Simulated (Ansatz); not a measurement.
Strain response of SiNi₃

Method: DFT PBEsol, scalar-relativistic, plane waves, PAW in Ansatz. Settings: 420 eV cutoff, 16×16×16 k-mesh, Gaussian smearing of 0.10 eV, no spin polarisation.

Starting point, cell and atoms relaxed:

```
CELL_PARAMETERS angstrom
3.46125 0.00000 0.00000
0.00000 3.46125 0.00000
0.00000 0.00000 3.46125
ATOMIC_POSITIONS crystal
Si 0.00000 0.00000 0.00000
Ni 0.00000 0.50000 0.50000
Ni 0.50000 0.00000 0.50000
Ni 0.50000 0.50000 0.00000
```

Deformation: biaxial strain in the a-b plane, with the length and tilt of c and the atoms relaxed, all within the symmetry that the strain leaves. Energies are extrapolated to zero smearing. Stress is positive in compression, on the Cartesian axes of the cell above.

```tsv
strain (%)	ΔE (meV/atom)	a (Å)	b (Å)	c (Å)	σxx (GPa)	σyy (GPa)	σzz (GPa)
-4.5	55.4	3.305	3.305	3.613	21.29	21.29	0.01
-3.0	22.9	3.357	3.357	3.564	12.80	12.80	0.01
-1.5	?	3.409	3.409	?	?	?	?
+0.0	0.0	3.461	3.461	3.461	-0.05	-0.05	-0.05
+1.5	?	3.513	3.513	?	?	?	?
+3.0	17.8	3.565	3.565	3.351	-8.66	-8.66	0.00
+4.5	37.4	3.617	3.617	3.291	-11.49	-11.49	0.00
```

(1) Fill in the row at -1.5 %.

(2) Fill in the row at +1.5 %.

## Answers

(1) ΔE 5.3 meV/atom; c 3.513 Å; σxx 5.76 GPa; σyy 5.76 GPa; σzz 0.00 GPa.

(2) ΔE 4.7 meV/atom; c 3.407 Å; σxx -4.79 GPa; σyy -4.79 GPa; σzz 0.00 GPa.